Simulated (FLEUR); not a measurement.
# Fe (Im-3m) in FLEUR: notebook

One crystal, Fe, is run at these levels: SCAN; tasks: band structure, equation of state.

Everything below comes from runs of FLEUR MaX-R8.1 (later development tree). Logs are shortened: lines on timing, memory, paths and dates and some standing lists are left out, and cuts for length are marked.

**Experimental background.**

From “Pressure Induced Densification and Compression in a Reprocessed Borosilicate Glass”, 2018, pmc:5793612, for a bulk crystal of Fe: bulk modulus 166.4 GPa.

The runs below are set against these values where they give the same quantity.

## 1. The crystal as given

It takes space group Im-3m (No. 229, cubic). Conventional cell: a = 2.886 Å, b = 2.886 Å, c = 2.886 Å, α = 90.00°, β = 90.00°, γ = 90.00°. Around Fe (site symmetry m-3m) lie 8 Fe at 2.50 Å.

## 2. Band structure, SCAN, collinear spin, ferromagnetic start

inp.xml reads:

```xml
<?xml version="1.0" encoding="UTF-8" standalone="no"?>
<fleurInput fleurInputVersion="0.39">
   <comment>
      Fe                                                                                                  
   </comment>
   <calculationSetup>
      <cutoffs Kmax="4.47" Gmax="13.9" GmaxXC="13.9" numbands="0"/>
      <scfLoop itmax="60" minDistance="0.00001" maxIterBroyd="15" imix="Anderson" alpha="0.05" precondParam="0.0" spinf="2.0" sdNocoIR="T"/>
      <coreElectrons ctail="F" frcor="F" kcrel="0" coretail_lmax="0"/>
      <xcFunctional name="LibXC" relativisticCorrections="F">
         <LibXCName exchange="mgga_x_scan" correlation="mgga_c_scan"/>
         <AuxGGA exchange="117" correlation="130"/>
      </xcFunctional>
      <magnetism jspins="2"/>
      <soc l_soc="F" theta="0.0" phi="0.0" spav="F"/>
      <expertModes spex="0" secvar="F"/>
      <geometryOptimization l_f="F" forcealpha="1.0" forcemix="BFGS" epsdisp="0.00001" epsforce="0.00001"/>
      <ldaU l_linMix="F" mixParam="0.05" spinf="1.0"/>
   </calculationSetup>
   <cell>
      <bzIntegration valenceElectrons="16.0" mode="hist" fermiSmearingEnergy="0.00183747">
         <kPointListSelection listName="default-1"/>
         <!-- k-points included here -->
         <xi:include xmlns:xi="http://www.w3.org/2001/XInclude" href="kpts.xml"> </xi:include>
      </bzIntegration>
      <!-- symmetry operations included here -->
      <xi:include xmlns:xi="http://www.w3.org/2001/XInclude" href="sym.xml"> </xi:include>
      <bulkLattice scale="1.0">
         <bravaisMatrix>
            <row-1>   -2.7268747977977998     2.7268747977977998     2.7268747977977998</row-1>
            <row-2>    2.7268747977977998    -2.7268747977977998     2.7268747977977998</row-2>
            <row-3>    2.7268747977977998     2.7268747977977998    -2.7268747977977998</row-3>
         </bravaisMatrix>
      </bulkLattice>
   </cell>
   <atomSpecies>
      <species name="Iron (Fe) 3.000" element="Fe" atomicNumber="26">
         <mtSphere radius="2.19" gridPoints="725" logIncrement="0.017"/>
         <atomicCutoffs lmax="9" lnonsphr="7"/>
         <electronConfig flipSpins="F">
            <coreConfig>(1s1/2) (2s1/2) (2p1/2) (2p3/2)</coreConfig>
            <valenceConfig>(3s1/2) (3p1/2) (3p3/2) (4s1/2) (3d3/2) (3d5/2)</valenceConfig>
            <stateOccupation state="(3d3/2)" spinUp="1.5" spinDown="0.9"/>
            <stateOccupation state="(3d5/2)" spinUp="3.0" spinDown="0.6"/>
         </electronConfig>
         <energyParameters s="4" p="4" d="3" f="4"/>
         <lo type="SCLO" l="0" n="3" eDeriv="0"/>
         <lo type="SCLO" l="1" n="3" eDeriv="0"/>
         <lo type="SCLO" l="1" n="3" eDeriv="1"/>
         <lo type="SCLO" l="2" n="3" eDeriv="2"/>
         <lo type="SCLO" l="3" n="4" eDeriv="2"/>
      </species>
   </atomSpecies>
   <atomGroups>
      <atomGroup species="Iron (Fe) 3.000">
         <relPos label="                   1">.0000000000 .0000000000 .0000000000</relPos>
         <force calculate="T" relaxXYZ="TTT"/>
      </atomGroup>
   </atomGroups>
   <output dos="F" band="F" slice="F">
      <checks vchk="F" cdinf="F"/>
      <bandDOS minEnergy="-.5*Htr" maxEnergy="0.5*Htr" sigma="0.015" storeEVData="T"/>
      <vacuumDOS vacdos="F" integ="F" star="F" nstars="0" locx1="0.0" locy1="0.0" locx2="0.0" locy2="0.0" nstm="0" tworkf="0.0"/>
      <unfoldingBand unfoldBand="F" supercellX="1" supercellY="1" supercellZ="1"/>
      <plotting iplot="0" polar="F">
         <plot TwoD="T" vec1="  1.0  0.0  0.0" vec2="  0.0  1.0  0.0" vec3="  0.0  0.0  1.0" zero="  0.0  0.0  0.0" file="plot"/>
      </plotting>
      <chargeDensitySlicing numkpt="0" minEigenval="0.0" maxEigenval="0.0" nnne="0" pallst="F"/>
      <specialOutput eonly="F"/>
      <moessbauerParams electricFieldGradient="T" isomerShift="T" coreHyperfine="T" valenceHyperfine="T"/>
      <magneticCircularDichroism mcd="F" energyLo="-10.0" energyUp="0.0"/>
   </output>
  <!-- We include the file relax.xml here to enable relaxations (see documentation) -->
  <xi:include xmlns:xi="http://www.w3.org/2001/XInclude" href="relax.xml"> <xi:fallback/> </xi:include>
</fleurInput>
```

crystal.txt reads:

```
Fe
&input cartesian=F /
-1.4430000000  1.4430000000  1.4430000000
1.4430000000  -1.4430000000  1.4430000000
1.4430000000  1.4430000000  -1.4430000000
1.8897261246
1.0 1.0 1.0

1
26 0.0000000000  0.0000000000  0.0000000000 : 3.000

&kpt div1=13 div2=13 div3=13 gamma=T /
```

inp.xml (bands) reads:

```
<?xml version="1.0" encoding="UTF-8" standalone="no"?>
<fleurInput fleurInputVersion="0.39">
   <comment>
      Fe                                                                                                  
   </comment>
   <calculationSetup>
      <cutoffs Kmax="4.47" Gmax="13.9" GmaxXC="13.9" numbands="0"/>
      <scfLoop itmax="60" minDistance="0.00001" maxIterBroyd="15" imix="Anderson" alpha="0.05" precondParam="0.0" spinf="2.0" sdNocoIR="T"/>
      <coreElectrons ctail="F" frcor="F" kcrel="0" coretail_lmax="0"/>
      <xcFunctional name="LibXC" relativisticCorrections="F">
         <LibXCName exchange="mgga_x_scan" correlation="mgga_c_scan"/>
         <AuxGGA exchange="117" correlation="130"/>
      </xcFunctional>
      <magnetism jspins="2"/>
      <soc l_soc="F" theta="0.0" phi="0.0" spav="F"/>
      <expertModes spex="0" secvar="F"/>
      <geometryOptimization l_f="F" forcealpha="1.0" forcemix="BFGS" epsdisp="0.00001" epsforce="0.00001"/>
      <ldaU l_linMix="F" mixParam="0.05" spinf="1.0"/>
   </calculationSetup>
   <cell>
      <bzIntegration valenceElectrons="16.0" mode="hist" fermiSmearingEnergy="0.00183747">
         <kPointListSelection listName="path-1"/>
         <!-- k-points included here -->
         <xi:include xmlns:xi="http://www.w3.org/2001/XInclude" href="kpts.xml"> </xi:include>
      </bzIntegration>
      <!-- symmetry operations included here -->
      <xi:include xmlns:xi="http://www.w3.org/2001/XInclude" href="sym.xml"> </xi:include>
      <bulkLattice scale="1.0">
         <bravaisMatrix>
            <row-1>   -2.7268747977977998     2.7268747977977998     2.7268747977977998</row-1>
            <row-2>    2.7268747977977998    -2.7268747977977998     2.7268747977977998</row-2>
            <row-3>    2.7268747977977998     2.7268747977977998    -2.7268747977977998</row-3>
         </bravaisMatrix>
      </bulkLattice>
   </cell>
   <atomSpecies>
      <species name="Iron (Fe) 3.000" element="Fe" atomicNumber="26">
         <mtSphere radius="2.19" gridPoints="725" logIncrement="0.017"/>
         <atomicCutoffs lmax="9" lnonsphr="7"/>
         <electronConfig flipSpins="F">
            <coreConfig>(1s1/2) (2s1/2) (2p1/2) (2p3/2)</coreConfig>
            <valenceConfig>(3s1/2) (3p1/2) (3p3/2) (4s1/2) (3d3/2) (3d5/2)</valenceConfig>
            <stateOccupation state="(3d3/2)" spinUp="1.5" spinDown="0.9"/>
            <stateOccupation state="(3d5/2)" spinUp="3.0" spinDown="0.6"/>
         </electronConfig>
         <energyParameters s="4" p="4" d="3" f="4"/>
         <lo type="SCLO" l="0" n="3" eDeriv="0"/>
         <lo type="SCLO" l="1" n="3" eDeriv="0"/>
         <lo type="SCLO" l="1" n="3" eDeriv="1"/>
         <lo type="SCLO" l="2" n="3" eDeriv="2"/>
         <lo type="SCLO" l="3" n="4" eDeriv="2"/>
      </species>
   </atomSpecies>
   <atomGroups>
      <atomGroup species="Iron (Fe) 3.000">
         <relPos label="                   1">.0000000000 .0000000000 .0000000000</relPos>
         <force calculate="T" relaxXYZ="TTT"/>
      </atomGroup>
   </atomGroups>
   <output dos="F" band="T" slice="F">
      <checks vchk="F" cdinf="F"/>
      <bandDOS minEnergy="-.5*Htr" maxEnergy="0.5*Htr" sigma="0.015" storeEVData="T"/>
      <vacuumDOS vacdos="F" integ="F" star="F" nstars="0" locx1="0.0" locy1="0.0" locx2="0.0" locy2="0.0" nstm="0" tworkf="0.0"/>
      <unfoldingBand unfoldBand="F" supercellX="1" supercellY="1" supercellZ="1"/>
      <plotting iplot="0" polar="F">
         <plot TwoD="T" vec1="  1.0  0.0  0.0" vec2="  0.0  1.0  0.0" vec3="  0.0  0.0  1.0" zero="  0.0  0.0  0.0" file="plot"/>
      </plotting>
      <chargeDensitySlicing numkpt="0" minEigenval="0.0" maxEigenval="0.0" nnne="0" pallst="F"/>
      <specialOutput eonly="F"/>
      <moessbauerParams electricFieldGradient="T" isomerShift="T" coreHyperfine="T" valenceHyperfine="T"/>
      <magneticCircularDichroism mcd="F" energyLo="-10.0" energyUp="0.0"/>
   </output>
  <!-- We include the file relax.xml here to enable relaxations (see documentation) -->
  <xi:include xmlns:xi="http://www.w3.org/2001/XInclude" href="relax.xml"> <xi:fallback/> </xi:include>
</fleurInput>
```

Potentials or basis: all-electron, FLAPW.

On the command line:

```console
> inpgen -f crystal.txt -profile fastHighL
> # inp.xml edited to the form shown
> fleur_MPI
> fleur_MPI   # second run, on inp.xml (bands)
```

Standard output:

```text
Welcome to FLEUR        (www.flapw.de)
      MaX-Release 8.1          (www.max-centre.eu)
 func_ids         267         263         267         263
 MetaGGA potential functional detected - V_tau will be computed
 Auxiliary Potential for radial basis: exchange=         117  correlation=         130
The functional 'SCAN exchange of Sun, Ruzsinszky, and Perdew' is an exchange functional, it belongs to the 'MGGA' family and is defined in the reference(s):
[1] J. Sun, A. Ruzsinszky, and J. P. Perdew.,  Phys. Rev. Lett. 115, 036402 (2015)
The functional 'SCAN correlation of Sun, Ruzsinszky, and Perdew' is a correlation functional, it belongs to the 'MGGA' family and is defined in the reference(s):
[1] J. Sun, A. Ruzsinszky, and J. P. Perdew.,  Phys. Rev. Lett. 115, 036402 (2015)
 Using same functional for VXC and EXC

 ========== k-point set info ==========
 Selected k-point list: default-1
 k-point list type: mesh
 13 x 13 x 13
 Number of k points: 84

 ------------Calculation Setup---------------------------
 Number of MPI-tasks      :            1
 Number of PE/node        :            1
 Number of OMP-threads    :            1
 Most efficient MPI parallelization for:
           1           2           3           4           6           7          12          14          21          28          42          84
 Additional eigenvalue parallelization possible
 Number of basis functions:          171
 Approximate size of matrices (H+S) per k-point:         0.000 GB
 --------------------------------------------------------
The functional 'Hammer, Hansen, and Norskov' is an exchange functional, it belongs to the 'GGA' family and is defined in the reference(s):
[1] B. Hammer, L. B. Hansen, and J. K. Nørskov.,  Phys. Rev. B 59, 7413 (1999)
The functional 'Perdew, Burke & Ernzerhof' is a correlation functional, it belongs to the 'GGA' family and is defined in the reference(s):
[1] J. P. Perdew, K. Burke, and M. Ernzerhof.,  Phys. Rev. Lett. 77, 3865 (1996)
[2] J. P. Perdew, K. Burke, and M. Ernzerhof.,  Phys. Rev. Lett. 78, 1396 (1997)
 Using same functional for VXC and EXC
 Using auxiliary GGA potential for the first iteration of MetaGGA calculation.
 Reset of history
 Reset of history
 Iteration:     1   Distance:      27.12458268 me/bohr^3
The functional 'Hammer, Hansen, and Norskov' is an exchange functional, it belongs to the 'GGA' family and is defined in the reference(s):
[1] B. Hammer, L. B. Hansen, and J. K. Nørskov.,  Phys. Rev. B 59, 7413 (1999)
The functional 'Perdew, Burke & Ernzerhof' is a correlation functional, it belongs to the 'GGA' family and is defined in the reference(s):
[1] J. P. Perdew, K. Burke, and M. Ernzerhof.,  Phys. Rev. Lett. 77, 3865 (1996)
[2] J. P. Perdew, K. Burke, and M. Ernzerhof.,  Phys. Rev. Lett. 78, 1396 (1997)
 Using same functional for VXC and EXC
 Iteration:     2   Distance:      26.13388552 me/bohr^3
The functional 'Hammer, Hansen, and Norskov' is an exchange functional, it belongs to the 'GGA' family and is defined in the reference(s):
[1] B. Hammer, L. B. Hansen, and J. K. Nørskov.,  Phys. Rev. B 59, 7413 (1999)
The functional 'Perdew, Burke & Ernzerhof' is a correlation functional, it belongs to the 'GGA' family and is defined in the reference(s):
[1] J. P. Perdew, K. Burke, and M. Ernzerhof.,  Phys. Rev. Lett. 77, 3865 (1996)
[2] J. P. Perdew, K. Burke, and M. Ernzerhof.,  Phys. Rev. Lett. 78, 1396 (1997)
 Using same functional for VXC and EXC
 Iteration:     3   Distance:      24.62636886 me/bohr^3
The functional 'Hammer, Hansen, and Norskov' is an exchange functional, it belongs to the 'GGA' family and is defined in the reference(s):
[1] B. Hammer, L. B. Hansen, and J. K. Nørskov.,  Phys. Rev. B 59, 7413 (1999)
The functional 'Perdew, Burke & Ernzerhof' is a correlation functional, it belongs to the 'GGA' family and is defined in the reference(s):
[1] J. P. Perdew, K. Burke, and M. Ernzerhof.,  Phys. Rev. Lett. 77, 3865 (1996)
[2] J. P. Perdew, K. Burke, and M. Ernzerhof.,  Phys. Rev. Lett. 78, 1396 (1997)
 Using same functional for VXC and EXC
 Iteration:     4   Distance:      11.60982608 me/bohr^3
The functional 'Hammer, Hansen, and Norskov' is an exchange functional, it belongs to the 'GGA' family and is defined in the reference(s):
[1] B. Hammer, L. B. Hansen, and J. K. Nørskov.,  Phys. Rev. B 59, 7413 (1999)
The functional 'Perdew, Burke & Ernzerhof' is a correlation functional, it belongs to the 'GGA' family and is defined in the reference(s):
[1] J. P. Perdew, K. Burke, and M. Ernzerhof.,  Phys. Rev. Lett. 77, 3865 (1996)
[2] J. P. Perdew, K. Burke, and M. Ernzerhof.,  Phys. Rev. Lett. 78, 1396 (1997)
 Using same functional for VXC and EXC
 Iteration:     5   Distance:       5.36329328 me/bohr^3
The functional 'Hammer, Hansen, and Norskov' is an exchange functional, it belongs to the 'GGA' family and is defined in the reference(s):
[... 102 lines left out ...]
 Using same functional for VXC and EXC
 Iteration:    20   Distance:       0.00006428 me/bohr^3
The functional 'Hammer, Hansen, and Norskov' is an exchange functional, it belongs to the 'GGA' family and is defined in the reference(s):
[1] B. Hammer, L. B. Hansen, and J. K. Nørskov.,  Phys. Rev. B 59, 7413 (1999)
The functional 'Perdew, Burke & Ernzerhof' is a correlation functional, it belongs to the 'GGA' family and is defined in the reference(s):
[1] J. P. Perdew, K. Burke, and M. Ernzerhof.,  Phys. Rev. Lett. 77, 3865 (1996)
[2] J. P. Perdew, K. Burke, and M. Ernzerhof.,  Phys. Rev. Lett. 78, 1396 (1997)
 Using same functional for VXC and EXC
 Iteration:    21   Distance:       0.00003371 me/bohr^3
The functional 'Hammer, Hansen, and Norskov' is an exchange functional, it belongs to the 'GGA' family and is defined in the reference(s):
[1] B. Hammer, L. B. Hansen, and J. K. Nørskov.,  Phys. Rev. B 59, 7413 (1999)
The functional 'Perdew, Burke & Ernzerhof' is a correlation functional, it belongs to the 'GGA' family and is defined in the reference(s):
[1] J. P. Perdew, K. Burke, and M. Ernzerhof.,  Phys. Rev. Lett. 77, 3865 (1996)
[2] J. P. Perdew, K. Burke, and M. Ernzerhof.,  Phys. Rev. Lett. 78, 1396 (1997)
 Using same functional for VXC and EXC
 Iteration:    22   Distance:       0.00001857 me/bohr^3
The functional 'Hammer, Hansen, and Norskov' is an exchange functional, it belongs to the 'GGA' family and is defined in the reference(s):
[1] B. Hammer, L. B. Hansen, and J. K. Nørskov.,  Phys. Rev. B 59, 7413 (1999)
The functional 'Perdew, Burke & Ernzerhof' is a correlation functional, it belongs to the 'GGA' family and is defined in the reference(s):
[1] J. P. Perdew, K. Burke, and M. Ernzerhof.,  Phys. Rev. Lett. 77, 3865 (1996)
[2] J. P. Perdew, K. Burke, and M. Ernzerhof.,  Phys. Rev. Lett. 78, 1396 (1997)
 Using same functional for VXC and EXC
 Iteration:    23   Distance:       0.00000403 me/bohr^3

 ********************************************************************
 Run finished successfully
 Stop message:
   all done
 ********************************************************************
```

It took 27 s on 1 thread of AMD EPYC 9R45 (Zen 5), shared host; peak memory 0.11 GiB.

Results:

| Property | Result |
| --- | --- |
| Free energy | -34642.6637 eV |
| Band gap along the path | none (metal or under the smearing width) |
| Net moment | 2.65 μB per cell |
| Site moments | Fe +2.76 μB |
| Valence electrons inside the program's atomic spheres | Fe 14.55 (radii Fe 2.19 bohr) |

Levels at the corners of the path, in eV from the Fermi level:
Spin up:
| point | band 7 | band 8 | band 9 | band 10 | band 11 | band 12 |
| --- | --- | --- | --- | --- | --- | --- |
| Γ | -2.76 | -2.76 | -1.66 | -1.66 | 24.61 | 24.61 |
| H | -0.52 | -0.52 | -0.52 | 9.68 | 9.68 | 9.68 |
| N | -1.59 | -1.49 | -0.28 | 0.31 | 6.75 | 18.14 |
| Γ | -2.76 | -2.76 | -1.66 | -1.66 | 24.61 | 24.61 |
| P | -3.60 | -1.46 | -1.46 | 8.22 | 8.22 | 8.22 |
| H | -0.52 | -0.52 | -0.52 | 9.68 | 9.68 | 9.68 |
| P | -3.60 | -1.46 | -1.46 | 8.22 | 8.22 | 8.22 |
| N | -1.59 | -1.49 | -0.28 | 0.31 | 6.75 | 18.14 |
Spin down:
```tsv
point	band 4	band 5	band 6	band 7	band 8	band 9
Γ	-52.34	-8.38	0.24	0.24	0.24	2.60
H	-52.64	-2.25	-2.25	3.05	3.05	3.05
N	-52.34	-3.24	-1.08	0.48	2.37	2.87
Γ	-52.34	-8.38	0.24	0.24	0.24	2.60
P	-52.54	-1.40	-1.40	-1.40	2.92	2.92
H	-52.64	-2.25	-2.25	3.05	3.05	3.05
P	-52.54	-1.40	-1.40	-1.40	2.92	2.92
N	-52.34	-3.24	-1.08	0.48	2.37	2.87
```

Core levels (eV from the Fermi level):
| atom | levels |
| --- | --- |
| 1 Fe | 1s1/2 -6990.7, 2s1/2 -812.8, 2p1/2 -699.4, 2p3/2 -686.9 |

Caveat: the meta-GGA is that of a development version, with a GGA for the radial functions and cores and without core tails.

## 3. Equation of state, SCAN, collinear spin, ferromagnetic start, 11.30 Å³/atom (volume scaled by 0.94)

inp.xml: that of step 2 with these lines changed.

```diff
@@ -6,3 +6,3 @@
    <calculationSetup>
-      <cutoffs Kmax="4.47" Gmax="13.9" GmaxXC="13.9" numbands="0"/>
+      <cutoffs Kmax="4.58" Gmax="14.2" GmaxXC="14.2" numbands="0"/>
       <scfLoop itmax="60" minDistance="0.00001" maxIterBroyd="15" imix="Anderson" alpha="0.05" precondParam="0.0" spinf="2.0" sdNocoIR="T"/>
@@ -27,3 +27,3 @@
       <xi:include xmlns:xi="http://www.w3.org/2001/XInclude" href="sym.xml"> </xi:include>
-      <bulkLattice scale="1.0">
+      <bulkLattice scale="0.9795861087">
          <bravaisMatrix>
@@ -37,3 +37,3 @@
       <species name="Iron (Fe) 3.000" element="Fe" atomicNumber="26">
-         <mtSphere radius="2.19" gridPoints="725" logIncrement="0.017"/>
+         <mtSphere radius="2.14" gridPoints="725" logIncrement="0.017"/>
          <atomicCutoffs lmax="9" lnonsphr="7"/>
```

Potentials or basis: all-electron, FLAPW.

On the command line:

```console
> inpgen -f crystal.txt -profile fastHighL
> # inp.xml edited to the form shown
> fleur_MPI
```

Run time: 25 s. Hardware: 1 thread of AMD EPYC 9R45 (Zen 5), shared host; peak memory 0.1 GiB.

It converged, with:

| Item | Value |
| --- | --- |
| Free energy | -34642.6673 eV |
| Band gap on the k mesh | none (metal or under the smearing width) |
| Net moment | 2.64 μB per cell |
| Site moments | Fe +2.74 μB |
| Valence electrons inside the program's atomic spheres | Fe 14.49 (radii Fe 2.14 bohr) |

Caveat: the meta-GGA is that of a development version, with a GGA for the radial functions and cores and without core tails.

## 4. Equation of state, SCAN, collinear spin, ferromagnetic start, 11.54 Å³/atom (volume scaled by 0.96)

inp.xml: that of step 3 with these lines changed.

```diff
@@ -27,3 +27,3 @@
       <xi:include xmlns:xi="http://www.w3.org/2001/XInclude" href="sym.xml"> </xi:include>
-      <bulkLattice scale="0.9795861087">
+      <bulkLattice scale="0.9864848297">
          <bravaisMatrix>
```

On the command line:

```console
> inpgen -f crystal.txt -profile fastHighL
> # inp.xml edited to the form shown
> fleur_MPI
```

It took 25 s on 1 thread of AMD EPYC 9R45 (Zen 5), shared host; peak memory 0.1 GiB.

The run converged. Its results:

```yaml
Free_energy: -34642.6723 eV
Band_gap_on_the_k_mesh: none (metal or under the smearing width)
Net_moment: 2.65 μB per cell
Site_moments: Fe +2.76 μB
Valence_electrons_inside_the_program's_atomic_spheres: Fe 14.47 (radii Fe 2.14 bohr)
```

Caveat: the meta-GGA is that of a development version, with a GGA for the radial functions and cores and without core tails.

## 5. Equation of state, SCAN, collinear spin, ferromagnetic start, 12.02 Å³/atom

inp.xml: that of step 4 with these lines changed.

```diff
@@ -27,3 +27,3 @@
       <xi:include xmlns:xi="http://www.w3.org/2001/XInclude" href="sym.xml"> </xi:include>
-      <bulkLattice scale="0.9864848297">
+      <bulkLattice scale="1.0000000000">
          <bravaisMatrix>
```

On the command line:

```console
> inpgen -f crystal.txt -profile fastHighL
> # inp.xml edited to the form shown
> fleur_MPI
```

It took 29 s on 1 thread of AMD EPYC 9R45 (Zen 5), shared host; peak memory 0.11 GiB.

It converged, with:

| Item | Value |
| --- | --- |
| Free energy | -34642.6636 eV |
| Band gap on the k mesh | none (metal or under the smearing width) |
| Net moment | 2.66 μB per cell |
| Site moments | Fe +2.79 μB |
| Valence electrons inside the program's atomic spheres | Fe 14.42 (radii Fe 2.14 bohr) |

Caveat: the meta-GGA is that of a development version, with a GGA for the radial functions and cores and without core tails.

(Continued in part 2 of 2.)
